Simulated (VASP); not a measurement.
Wanted: the native input for a VASP 6.6.1 run.

| Quantity | Value |
| --- | --- |
| Task | band structure |
| Functional | r2SCAN |
| Potentials or basis | VASP PAW PBE potentials, release 64 (B) |
| Cutoff | 520 eV |
| k mesh | 14 × 14 × 14 |
| Occupations | fermi-dirac, width 0.05 eV |
| Spin | no spin polarisation |
| Further INCAR settings | ALGO = Normal; EDIFF = 1e-06 |

The structure of B lies in POSCAR:

```
B
1.0
    1.8852400000      0.0000000000      0.0000000000
    0.0000000000      1.8852400000      0.0000000000
    0.0000000000      0.0000000000      1.8852400000
B
1
Direct
    0.5000000000      0.5000000000      0.5000000000
```

The cell was built by a generator and needn't be a form met in nature.

One way to write it, as run:

INCAR

```
  PREC = Accurate
  ENCUT = 520
  EDIFF = 1E-6
  ISMEAR = -1
  SIGMA = 0.05
  LREAL = False
  LASPH = True
  NELM = 100
  ALGO = Normal
  ISIF = 2
  LWAVE = False
  LCHARG = False
  METAGGA = R2SCAN
  LMIXTAU = True
```

KPOINTS

```
regular mesh
0
Gamma
  14 14 14
```

KPOINTS_OPT

```
path GXMGRX,MR
20
line-mode
reciprocal
 0.0000000000  0.0000000000  0.0000000000  G
 0.0000000000  0.5000000000  0.0000000000  X

 0.0000000000  0.5000000000  0.0000000000  X
 0.5000000000  0.5000000000  0.0000000000  M

 0.5000000000  0.5000000000  0.0000000000  M
 0.0000000000  0.0000000000  0.0000000000  G

 0.0000000000  0.0000000000  0.0000000000  G
 0.5000000000  0.5000000000  0.5000000000  R

 0.5000000000  0.5000000000  0.5000000000  R
 0.0000000000  0.5000000000  0.0000000000  X

 0.5000000000  0.5000000000  0.0000000000  M
 0.5000000000  0.5000000000  0.5000000000  R
```

Potentials or basis: VASP PAW PBE potentials, release 64 (B).

Command:

```sh
$ cat potpaw_PBE.64/B/POTCAR > POTCAR
$ mpirun -np 1 vasp_std > vasp.out
```

It gave:

```json
{"Pressure": "0.5 GPa", "Band gap along the path": "none (metal or under the smearing width)"}
```

Caveat: the PAW data sets were made with another functional, which shifts forces and pressure a little.

Run time: 7.7 s on 1 thread of Intel(R) Xeon(R) Platinum 8559C (Emerald Rapids) (shared host), peak memory 0.11 GiB.
